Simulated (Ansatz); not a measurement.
# Sn (P-1) in Ansatz: convergence with scf convergence dr2 threshold

Aim: find how far scf convergence dr2 threshold must go before the results for Sn settle, at PBE. This setting moves, with any that are tied to it; all else stays.

All numbers are computed with Ansatz 0.2.0; they aren't measurements. Logs are shortened: lines on timing, memory, paths and dates and some standing lists are left out, and cuts for length are marked.

## 1. The cell of the first run

The typed cell holds 1 atom: a = 3.341 Å, b = 3.456 Å, c = 3.393 Å, α = 119.95°, β = 115.76°, γ = 93.08°.

This isn't the form of Sn at room conditions, which is tetragonal (white tin).

The cell isn't the ideal one: cell strained at random at fixed volume.

## 2. With scf convergence dr2 threshold 0.01

Contents of input.yaml:

```yaml
crystal:
  lattice:
    - [-1.665768, 1.765633, 2.295809]
    - [1.744419, -1.799058, 2.379262]
    - [1.68238, 1.815212, -2.321189]
  atoms:
    - { symbol: Sn, position: [-0.004954, -0.011652, -0.003302] }
hamiltonian:
  xc: pbe
  pseudopotentials: { kind: paw }
kpoints:
  mp_grid: { grid: [7, 7, 8] }
scf:
  occupations: { method: gaussian, width: 0.05 }
  convergence: { dr2_threshold: 0.01 }
output:
  forces: true
  stress: true
  eigenvalues: true
```

Potentials or basis: Ansatz PAW.

On the command line:

```bash
> ansatz run input.yaml --threads 2 --pin off --max-ram 5632MiB --backend cpu --events-out ev --progress --plain --runs-dir out
```

Log:

```text
Warning: scf.convergence.dr2_threshold = 1e-2 eV is looser than this run's default, which is 1e-7 eV or tighter. The error in the forces grows as the threshold's square root, so leave the key out unless less accurate forces are enough
Warning: output.stress: scf.convergence.dr2_threshold = 1e-2 eV is looser than the 1e-10 eV advised for a printed stress (1e-10 eV for each atom of the cell: 1). What an SCF threshold leaves in a stress goes as its square root, and in the free energy as the threshold itself, and one threshold admits the most on a small cell: of the crystals measured, under no hybrid functional and no lock of the moments, on runs that ended without the residual-converged pass, on stresses that held no estimate of that error, the worst erred by over 100 MPa in a component at 1e-7 eV an atom and by under 5 at 1e-10. Set scf.convergence.dr2_threshold to 1e-10 eV or tighter. The threshold is an SCF's pass mark: one that does not reach it within its budget of iterations ends unconverged, or closes short of it on a stop that the run arms, and scf.convergence.dr2_threshold's page says what that costs each kind of run
Warning: RAYON_NUM_THREADS=2 ignored (pool sized by the plan → 2); use --threads N
Engine: ansatz 0.2.0, x86_64-unknown-linux-gnu
Pseudopotentials: kind: paw
Pseudopotential: Sn, paw, valence charge 14, recommended cutoff 420 eV (normal), Sn.paw.azcp
Functional definition: PBE
  parameter kappa = 0.804
  parameter beta = 0.06672455060314922
  exchange = pbe_x(kappa = kappa, mu = beta*pi^2/3)
  correlation = pbe_c(beta = beta)
Crystal: 1 atoms, lattice volume = 28.673 Å³
Basis set: ecut = 420 eV, 561 PW (Γ), exchange–correlation on 48×48×48 points (8 copies of the dense FFT grid, shifted against one another)
Bands: 11, of which v1, the nominal top of the filled ones, is band 7 counted from 1 (6 counted from 0)
Symmetry: 2 space group operations
Space group: P-1 (ITA 2), of the structure as read, at distance tolerance 3.1e-5 Å
k-points: 197 of 392
Non-local potential: Sn, projectors of the file, l = 0: 2, l = 1: 2, l = 2: 2, l = 3: 2
PAW form: soft (Blöchl's): semilocal exchange-correlation on the pseudo side does not see the compensation charge
PAW one-centre angular grid: Sn, 590 points (default); XC on 64 Gauss nodes
Initial density: superposition of atomic densities (neutral atoms: chi_scale 0, normalization atom), corrected by the library's trained network
Initial wavefunctions: pseudopotential atomic-orbital guess
Functional: x = pbe(κ = 0.804, μ = 0.2195149727645171), c = pbe(β = 0.06672455060314922)
SCF iter   1: F=—  HF=-6024.146782 eV  |F-HF|=—  |Δ(HF+E_count)|=         —  Δρ=1.24e-3  dr2=4.70e-4  ethr=1.77e-3  ⟨swp⟩=5.8  Hψ=13208  notcnv=0
preconditioner: auto → none  [metal: Δε(μ)=0.011 eV  Ē_g=22.867 eV  σ=0.050 eV  W_gap=0.13  n_scr=8 (ndim 8)  ℏωp=25.9 eV  f_vac=0.000  D(μ)=0.54/eV (n_scr^D=0)  sad-step TF]
iter 2 did not close the SCF: its close was put off for the readings that it lacked (scf_convergence_deferred on its scf_iter line)
SCF iter   2: F=-6024.146112 eV  HF=-6024.146129 eV  |F-HF|=1.68e-5  |Δ(HF+E_count)|=   6.53e-4  Δρ=8.29e-4  dr2=1.94e-4  ethr=3.36e-6  ⟨swp⟩=2.8  Hψ=5030  notcnv=0
iter 3 did not close the SCF: its close was put off for the readings that it lacked (scf_convergence_deferred on its scf_iter line)
SCF iter   3: F=-6024.146110 eV  HF=-6024.146135 eV  |F-HF|=2.44e-5  |Δ(HF+E_count)|=   5.74e-6  Δρ=2.58e-4  dr2=2.49e-5  ethr=1.39e-6  ⟨swp⟩=2.0  Hψ=3491  notcnv=0
iter 4 did not close the SCF: its close was put off for the readings that it lacked (scf_convergence_deferred on its scf_iter line)
SCF iter   4: F=-6024.146122 eV  HF=-6024.146123 eV  |F-HF|=9.40e-7  |Δ(HF+E_count)|=   1.21e-5  Δρ=5.74e-5  dr2=1.48e-6  ethr=1.78e-7  ⟨swp⟩=2.1  Hψ=3387  notcnv=0
iter 5 did not close the SCF: its close was put off for the readings that it lacked (scf_convergence_deferred on its scf_iter line)
SCF iter   5: F=-6024.146122 eV  HF=-6024.146122 eV  |F-HF|=7.82e-9  |Δ(HF+E_count)|=   4.78e-7  Δρ=5.80e-6  dr2=8.71e-9  ethr=1.06e-8  ⟨swp⟩=2.1  Hψ=3435  notcnv=0
SCF iter   6: F=-6024.146122 eV  HF=-6024.146122 eV  |F-HF|=5.01e-10  |Δ(HF+E_count)|=   2.70e-9  Δρ=1.16e-6  dr2=4.47e-10  ethr=6.22e-11  ⟨swp⟩=1.8  Hψ=7652  notcnv=0
SCF 1 converged in 6 iterations: F = -6024.146122 eV  dr2 = 4.47e-10
SCF converged after 6 iterations
Free energy (F): -6024.146122 eV
Harris-Foulkes:  -6024.146122 eV  (|F-HF|=5.01e-10)
Internal energy: -6024.145433 eV  (E = F + TS)
E sigma→0 (E₀):  -6024.145777 eV
Entropy (-TS):   -0.000689 eV (-0.689 meV/atom)
Fermi energy:    10.157317 eV
--- Per-component energies (eV) ---
  E_band       = -90.817212
  E_kinetic    = 185.352474
  E_local      = -861.585661  (includes V_loc(G=0)·N_el)
  E_nonlocal   = -32.825035
  E_hartree    = 533.177033
  E_xc         = -382.762251
  E_vxc        = -96.076161  (∫ρ·V_xc dr)
  E_paw        = -4134.306316  (= ΣΔE_a)
  E_vpaw       = -352.037777  (= ΣTr[D̂ρ^β])
  E_aug_tail   = -0.000000  (compensation charges beyond the density's cutoff)
  E_ewald      = -1331.195677
  E_smearing   = -0.000689  (= −TS)
  E_closure    = 0.000000  (closes the sum)
  Σ components = -6024.146122   (vs F -6024.146122, Δ=0.00e0)
--- Forces (eV/Å), atoms counted from 1 ---
  atom   1  Sn     0.00000000     0.00000000     0.00000000
  max |Σ_I F_I| component: 0.00e0 eV/Å
--- Stress (GPa, compression-positive) ---
        0.534358       1.040612       0.673058
        1.040612      -0.812690       0.672513
        0.673058       0.672513      -1.817525
  P = ⅓ Tr σ = -0.6986 GPa (-6.986 kbar)
--- Band table (eV; the first three rows and the last of 197) ---
  k-point 0: bands = ["-11.4247", "-11.4032", "-11.3749", "-11.3472", "-11.3195", "-0.6222", "16.9018", "17.2528", "17.9619", "20.8980", "20.9791"]
  k-point 1: bands = ["-11.4293", "-11.3840", "-11.3599", "-11.3521", "-11.3166", "-0.2312", "15.5463", "15.8570", "16.4745", "18.9925", "20.7787"]
  k-point 2: bands = ["-11.4502", "-11.3777", "-11.3292", "-11.3169", "-11.3023", "0.9405", "12.7947", "13.7149", "14.5600", "17.1752", "17.8764"]
  k-point 196: bands = ["-11.4164", "-11.3853", "-11.3404", "-11.3165", "-11.2739", "2.0957", "10.0142", "11.9304", "13.9049", "19.1612", "20.0999"]
```

It took 4.7 s on 2 threads of Intel Xeon at 2.50GHz (Skylake/Cascade Lake), shared host; peak memory 0.36 GiB.

What came out:

```yaml
Free_energy: -6024.1461 eV
Pressure: -0.7 GPa
Band_gap_on_the_k_mesh: none (metal or under the smearing width)
```

## 3. With scf convergence dr2 threshold 0.001

Changes to input.yaml since step 2:

```diff
@@ -14,3 +14,3 @@
   occupations: { method: gaussian, width: 0.05 }
-  convergence: { dr2_threshold: 0.01 }
+  convergence: { dr2_threshold: 0.001 }
 output:
```

Potentials or basis: Ansatz PAW.

On the command line:

```bash
> ansatz run input.yaml --threads 2 --pin off --max-ram 5632MiB --backend cpu --events-out ev --progress --plain --runs-dir out
```

It took 4.8 s on 2 threads of Intel Xeon at 2.50GHz (Skylake/Cascade Lake), shared host; peak memory 0.36 GiB.

What came out:

```yaml
Free_energy: -6024.1461 eV
Pressure: -0.7 GPa
Band_gap_on_the_k_mesh: none (metal or under the smearing width)
```

## 4. With scf convergence dr2 threshold 0.0001

Changes to input.yaml since step 3:

```diff
@@ -14,3 +14,3 @@
   occupations: { method: gaussian, width: 0.05 }
-  convergence: { dr2_threshold: 0.001 }
+  convergence: { dr2_threshold: 0.0001 }
 output:
```

On the command line:

```bash
> ansatz run input.yaml --threads 2 --pin off --max-ram 5632MiB --backend cpu --events-out ev --progress --plain --runs-dir out
```

It took 5.1 s on 2 threads of Intel Xeon at 2.50GHz (Skylake/Cascade Lake), shared host; peak memory 0.36 GiB.

Results:

```yaml
Free_energy: -6024.1461 eV
Pressure: -0.7 GPa
Band_gap_on_the_k_mesh: none (metal or under the smearing width)
```

## 5. With scf convergence dr2 threshold 1e-05

Changes to input.yaml since step 4:

```diff
@@ -14,3 +14,3 @@
   occupations: { method: gaussian, width: 0.05 }
-  convergence: { dr2_threshold: 0.0001 }
+  convergence: { dr2_threshold: 1.0e-05 }
 output:
```

On the command line:

```bash
> ansatz run input.yaml --threads 2 --pin off --max-ram 5632MiB --backend cpu --events-out ev --progress --plain --runs-dir out
```

Wall time 4.4 s (2 threads of Intel Xeon at 2.50GHz (Skylake/Cascade Lake), shared host); peak memory 0.36 GiB.

Results:

- Free energy: -6024.1461 eV
- Pressure: -0.7 GPa
- Band gap on the k mesh: none (metal or under the smearing width)

## 6. With scf convergence dr2 threshold 1e-06

Changes to input.yaml since step 5:

```diff
@@ -14,3 +14,3 @@
   occupations: { method: gaussian, width: 0.05 }
-  convergence: { dr2_threshold: 1.0e-05 }
+  convergence: { dr2_threshold: 1.0e-06 }
 output:
```

Potentials or basis: Ansatz PAW.

On the command line:

```bash
> ansatz run input.yaml --threads 2 --pin off --max-ram 5632MiB --backend cpu --events-out ev --progress --plain --runs-dir out
```

Run time: 4.4 s. Hardware: 2 threads of Intel Xeon at 2.50GHz (Skylake/Cascade Lake), shared host; peak memory 0.36 GiB.

The run converged. Its results:

```
Free energy            : -6024.1461 eV
Pressure               : -0.7 GPa
Band gap on the k mesh : none (metal or under the smearing width)
```

## 7. With scf convergence dr2 threshold 1e-07

Changes to input.yaml since step 6:

```diff
@@ -14,3 +14,3 @@
   occupations: { method: gaussian, width: 0.05 }
-  convergence: { dr2_threshold: 1.0e-06 }
+  convergence: { dr2_threshold: 1.0e-07 }
 output:
```

On the command line:

```bash
> ansatz run input.yaml --threads 2 --pin off --max-ram 5632MiB --backend cpu --events-out ev --progress --plain --runs-dir out
```

Run time: 4.1 s. Hardware: 2 threads of Intel Xeon at 2.50GHz (Skylake/Cascade Lake), shared host; peak memory 0.36 GiB.

It converged, with:

```
Free energy            : -6024.1461 eV
Pressure               : -0.7 GPa
Band gap on the k mesh : none (metal or under the smearing width)
```

## 8. With scf convergence dr2 threshold 1e-09

Changes to input.yaml since step 7:

```diff
@@ -14,3 +14,3 @@
   occupations: { method: gaussian, width: 0.05 }
-  convergence: { dr2_threshold: 1.0e-07 }
+  convergence: { dr2_threshold: 1.0e-09 }
 output:
```

On the command line:

```bash
> ansatz run input.yaml --threads 2 --pin off --max-ram 5632MiB --backend cpu --events-out ev --progress --plain --runs-dir out
```

Wall time 4.3 s (2 threads of Intel Xeon at 2.50GHz (Skylake/Cascade Lake), shared host); peak memory 0.36 GiB.

It converged, with:

| Quantity | Value |
| --- | --- |
| Free energy | -6024.1461 eV |
| Pressure | -0.7 GPa |
| Band gap on the k mesh | none (metal or under the smearing width) |

## 9. With scf convergence dr2 threshold 1e-11

Changes to input.yaml since step 8:

```diff
@@ -14,3 +14,3 @@
   occupations: { method: gaussian, width: 0.05 }
-  convergence: { dr2_threshold: 1.0e-09 }
+  convergence: { dr2_threshold: 1.0e-11 }
 output:
```

Potentials or basis: Ansatz PAW.

On the command line:

```bash
> ansatz run input.yaml --threads 2 --pin off --max-ram 5632MiB --backend cpu --events-out ev --progress --plain --runs-dir out
```

Run time: 5.2 s. Hardware: 2 threads of Intel Xeon at 2.50GHz (Skylake/Cascade Lake), shared host; peak memory 0.36 GiB.

The run converged. Its results:

* Free energy: -6024.1461 eV
* Pressure: -0.7 GPa
* Band gap on the k mesh: none (metal or under the smearing width)

## 10. Result

```csv
scf convergence dr2 threshold,"energy less the tightest run, at zero smearing (meV/atom)",SCF cycles,CPU time (s),peak memory (GiB)
0.01,0.00,6,7.6,0.36
0.001,0.00,6,7.6,0.36
0.0001,0.00,6,7.7,0.36
1e-05,0.00,6,7.5,0.36
1e-06,0.00,6,7.5,0.36
1e-07,0.00,6,6.9,0.36
1e-09,0.00,6,7.1,0.36
1e-11,0.00,8,8,0.36
```

Against the tightest run, the energy stays within 1 meV/atom from 0.01 on. The tightest run that finished is the yardstick and may itself not be fully converged.
